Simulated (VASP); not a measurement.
# Ta (Im-3m) in VASP: notebook, part 2 of 3

VASP 6.6.1. Earlier steps stand in the parts before.

## 3. Single point, PBE

INCAR reads:

```
PREC     = Accurate       # precision mode
ENCUT    = 520            # plane-wave cutoff, eV
EDIFF    = 1E-7           # SCF threshold, eV
ISMEAR   = 0              # smearing method
SIGMA    = 0.1            # smearing width, eV
LREAL    = F              # projectors in reciprocal space
LASPH    = T              # aspherical terms in the spheres
NELM     = 80             # most SCF steps
ALGO     = Fast           # electronic algorithm
ISIF     = 2              # what is computed and relaxed
LWAVE    = F              # write WAVECAR
LCHARG   = F              # write CHGCAR
GGA      = PE             # functional
NBANDS   = 12             # bands
```

KPOINTS reads:

```
regular mesh
0
Gamma
  6 6 6
```

POSCAR reads:

```
Ta
1.0
   -1.6512800000      1.6512800000      1.6512800000
    1.6512800000     -1.6512800000      1.6512800000
    1.6512800000      1.6512800000     -1.6512800000
Ta
1
Direct
    0.0000000000      0.0000000000      0.0000000000
```

Potentials or basis: VASP PAW PBE potentials, release 64 (Ta_pv).

Started as:

```bash
$ cat potpaw_PBE.64/Ta_pv/POTCAR > POTCAR
$ mpirun -np 1 vasp_std > vasp.out
```

OUTCAR:

```text
PREC = Accurate
   ENCUT = 520
   EDIFF = 1E-7
   ISMEAR = 0
   LREAL = F
   LASPH = T
   NELM = 80
   ISIF = 2
   GGA = PE

 ion  position               nearest neighbor table
   1  0.000  0.000  0.000-

  LATTYP: Found a body centered cubic cell.
 ALAT       =     3.3025600000

  Lattice vectors:

 A1 = (  -1.6512800000,   1.6512800000,   1.6512800000)
 A2 = (   1.6512800000,  -1.6512800000,   1.6512800000)
 A3 = (   1.6512800000,   1.6512800000,  -1.6512800000)

Analysis of symmetry for initial positions (statically):
=====================================================================
 Subroutine PRICEL returns:
 Original cell was already a primitive cell.

 Routine SETGRP: Setting up the symmetry group for a
 body centered cubic supercell.

 Subroutine GETGRP returns: Found 48 space group operations
 (whereof 48 operations were pure point group operations)
 out of a pool of 48 trial point group operations.

The static configuration has the point symmetry O_h .

Analysis of symmetry for dynamics (positions and initial velocities):
=====================================================================
 Subroutine PRICEL returns:
 Original cell was already a primitive cell.

 Routine SETGRP: Setting up the symmetry group for a
 body centered cubic supercell.

 Subroutine GETGRP returns: Found 48 space group operations
 (whereof 48 operations were pure point group operations)
 out of a pool of 48 trial point group operations.

The dynamic configuration has the point symmetry O_h .

 Subroutine INISYM returns: Found 48 space group operations
 (whereof 48 operations are pure point group operations),
 and found     1 'primitive' translations

----------------------------------------------------------------------------------------

                                     Primitive cell

  volume of cell :      18.0104

  direct lattice vectors                    reciprocal lattice vectors
    -1.651280000  1.651280000  1.651280000     0.000000000  0.302795407  0.302795407
     1.651280000 -1.651280000  1.651280000     0.302795407  0.000000000  0.302795407
     1.651280000  1.651280000 -1.651280000     0.302795407  0.302795407  0.000000000

  length of vectors
     2.860100858  2.860100858  2.860100858     0.428217371  0.428217371  0.428217371

  position of ions in fractional coordinates (direct lattice)
     0.000000000  0.000000000  0.000000000

  ion indices of the primitive-cell ions
   primitive index   ion index
                 1           1

----------------------------------------------------------------------------------------

 KPOINTS: regular mesh

Automatic generation of k-mesh.
 Grid dimensions read from file:
 generate k-points for:    6    6    6

 Generating k-lattice:

  Cartesian coordinates                     Fractional coordinates (reciprocal lattice)
     0.000000000  0.050465901  0.050465901     0.166666667  0.000000000  0.000000000
     0.050465901  0.000000000  0.050465901     0.000000000  0.166666667  0.000000000
     0.050465901  0.050465901  0.000000000     0.000000000  0.000000000  0.166666667

  Length of vectors
     0.071369562  0.071369562  0.071369562

  Shift w.r.t. Gamma in fractional coordinates (k-lattice)
     0.000000000  0.000000000  0.000000000

 Subroutine IBZKPT returns following result:
 ===========================================

 Found     16 irreducible k-points:

 Following reciprocal coordinates:
            Coordinates               Weight
  0.000000  0.000000  0.000000      1.000000
  0.166667  0.000000  0.000000     12.000000
  0.333333  0.000000  0.000000     12.000000
  0.500000  0.000000  0.000000      6.000000
  0.166667  0.166667  0.000000     24.000000
  0.333333  0.166667  0.000000     48.000000
[... 8 lines left out ...]
  0.500000  0.500000  0.333333     12.000000
  0.500000  0.500000  0.500000      1.000000
   k-points           NKPTS =     16   k-points in BZ     NKDIM =     16   number of bands    NBANDS=     12
   number of dos      NEDOS =    301   number of ions     NIONS =      1
   total plane-waves  NPLWV =  13824
   dimension x,y,z NGX =    24 NGY =   24 NGZ =   24
   dimension x,y,z NGXF=    48 NGYF=   48 NGZF=   48
   ions per type =               1
   NGX,Y,Z   is equivalent  to a cutoff of  13.95, 13.95, 13.95 a.u.
   NGXF,Y,Z  is equivalent  to a cutoff of  27.90, 27.90, 27.90 a.u.
 SYSTEM =  unknown system
   PREC   = accura    normal or accurate (medium, high low for compatibility)
   ISTART =      0    job   : 0-new  1-cont  2-samecut
   ICHARG =      2    charge: 1-file 2-atom 10-const
   ISPIN  =      1    spin polarized calculation?
   LNONCOLLINEAR =      F non collinear calculations
   LSORBIT =      F    spin-orbit coupling
   LASPH  =      T    aspherical Exc in radial PAW
   ENCUT  =  520.0 eV  38.22 Ry    6.18 a.u.   5.32  5.32  5.32*2*pi/ulx,y,z
   NELM   =     80;   NELMIN=  2; NELMDL= -5     # of ELM steps
   EDIFF  = 0.1E-06   stopping-criterion for ELM
   LREAL  =      F    real-space projection
   EDIFFG = 0.1E-05   stopping-criterion for IOM
   NSW    =      0    number of steps for IOM
   IBRION =     -1    ionic relax: 0-MD 1-quasi-New 2-CG
   NFREE  =      0    steps in history (QN), initial steepest desc. (CG)
   ISIF   =      2    stress and relaxation
   ISYM   =      2    0-nonsym 1-usesym 2-fastsym
   POTIM  = 0.5000    time-step for ionic-motion
   TEBEG  =    0.0;   TEEND  =   0.0 temperature during run
   PSTRESS=    0.0 pullay stress
   NELECT =      11.0000    total number of electrons
   NUPDOWN=      -1.0000    fix difference up-down
   EMIN   =  10.00;   EMAX   =-10.00  energy-range for DOS
   EFERMI =   0.00;   METHOD = LEGACY
   ISMEAR =     0;   SIGMA  =   0.10  broadening in eV -4-tet -1-fermi 0-gaus
   EFERMI_NEDOS =   21; number of points for ismear=-14 and -15
   IALGO  =     68    algorithm
   IMIX   =      4    mixing-type and parameters
     AMIX     =   0.40;   BMIX     =  1.00
     AMIX_MAG =   1.60;   BMIX_MAG =  1.00
  volume/ion in A,a.u.               =      18.01       121.54
  Fermi-wavevector in a.u.,A,eV,Ry     =   1.388988  2.624806 26.249534  1.929286
  Thomas-Fermi vector in A             =   2.513061
   LORBIT       =      0    0 simple, 1 ext, 2 COOP (PROOUT), +10 PAW based schemes
   GGA     = PE    functional components
   LHFCALC =     F    Hartree Fock is set to
   AEXX    =    0.0000 exact exchange contribution
   IVDW    =     0    specifies the selected vdW correction
   LEPSILON=     F    determine dielectric tensor
   LRPA    =     F    only Hartree local field effects (RPA)
 non-spin polarized calculation
 RMM-DIIS sequential band-by-band and
 Gauss-broadening in eV      SIGMA  =   0.10
  energy-cutoff  :      520.00
  volume of cell :       18.01
 maximum number of plane-waves:       498
 NGX is ok and might be reduce to    24
   NGX = 11   NGY = 11   NGZ = 11

 number of electron      11.0000002 magnetization

 Free energy of the ion-electron system (eV)
  ---------------------------------------------------
  ext. energy  EPLUGINS =         0.00000000
  ---------------------------------------------------
  free energy    TOTEN  =       -11.73382497 eV

  energy without entropy =      -11.71421997  energy(sigma->0) =      -11.72402247

 E-fermi :   5.4505     XC(G=0): -12.6240

 val. band max:        5.4250301818   @ k =   0.3333   0.1667   0.0000
 cond. band min:       5.4810241940   @ k =   0.3333   0.0000   0.0000
 fundamental gap:      0.0559940122
 Fermi energy:         5.4504657612

 k-point     1 :       0.0000    0.0000    0.0000
  band No.  band energies     occupation
      1     -27.6169      2.00000
      2     -27.6169      2.00000
      3     -27.6169      2.00000
      4      -2.4287      2.00000
      5       6.2050      0.00000
      6       6.2050      0.00000
      7       6.2050      0.00000
      8       9.4811      0.00000
      9       9.4811      0.00000
     10      20.5012      0.00000
     11      20.5013      0.00000
     12      20.5013      0.00000
[... 211 lines left out ...]
 k-point    16 :       0.5000    0.5000    0.5000
  band No.  band energies     occupation
      1     -28.4338      2.00000
      2     -28.4338      2.00000
      3     -28.4338      2.00000
      4       1.6797      2.00000
      5       1.6797      2.00000
      6      12.3003      0.00000
      7      12.3003      0.00000
      8      12.3003      0.00000
      9      14.1398      0.00000
     10      14.1398      0.00000
     11      14.1398      0.00000
     12      21.2579      0.00000

------------------------ aborting loop because EDIFF is reached ----------------------------------------

  FORCE on cell =-STRESS in cart. coord.  units (eV):
  Direction    XX          YY          ZZ          XY          YZ          ZX
  --------------------------------------------------------------------------------------
  -------------------------------------------------------------------------------------
  Total        0.6178037      0.6178037      0.6178037     -0.0000000      0.0000000     -0.0000000
  in kB       54.9590184     54.9590184     54.9590184     -0.0000000      0.0000000     -0.0000000
  external PRESSURE =      54.9590184 kB  Pullay stress =       0.0000000 kB

 VOLUME and BASIS-vectors are now :
 -----------------------------------------------------------------------------
  energy-cutoff  :      520.00
  volume of cell :       18.01
      direct lattice vectors                 reciprocal lattice vectors
    -1.651280000  1.651280000  1.651280000     0.000000000  0.302795407  0.302795407
     1.651280000 -1.651280000  1.651280000     0.302795407  0.000000000  0.302795407
     1.651280000  1.651280000 -1.651280000     0.302795407  0.302795407  0.000000000

 POSITION                                       TOTAL-FORCE (eV/Angst)
 -----------------------------------------------------------------------------------
      0.00000      0.00000      0.00000         0.000000     -0.000000      0.000000
 -----------------------------------------------------------------------------------
    total drift:                               -0.000000      0.000000      0.000000

  FREE ENERGIE OF THE ION-ELECTRON SYSTEM (eV)
  ---------------------------------------------------
  free  energy   TOTEN  =       -11.7338249703 eV

  energy  without entropy=      -11.7142199704  energy(sigma->0) =      -11.72402247
```

It took 5.6 s on 1 thread of Intel Xeon Platinum 8559C (Emerald Rapids), shared host; peak memory 0.13 GiB.

Results:

* Free energy: -11.7338 eV
* Pressure: 5.5 GPa
* Band gap on the k mesh: none (metal or under the smearing width)

Levels at points of the mesh, in eV from the Fermi level:
| k point | band 2 | band 3 | band 4 | band 5 | band 6 | band 7 | band 8 | band 9 |
| --- | --- | --- | --- | --- | --- | --- | --- | --- |
| (0.00, 0.00, 0.00) | -33.07 | -33.07 | -7.88 | 0.75 | 0.75 | 0.75 | 4.03 | 4.03 |
| (0.50, 0.00, 0.00) | -33.45 | -33.07 | -4.35 | -1.52 | 1.62 | 3.91 | 4.93 | 7.81 |
| (0.50, 0.50, 0.50) | -33.88 | -33.88 | -3.77 | -3.77 | 6.85 | 6.85 | 6.85 | 8.69 |

Caveat: the k mesh is coarse (spacing up to 0.45 Å⁻¹), so the values aren't converged.

(Part 2 of 3 ends here.)
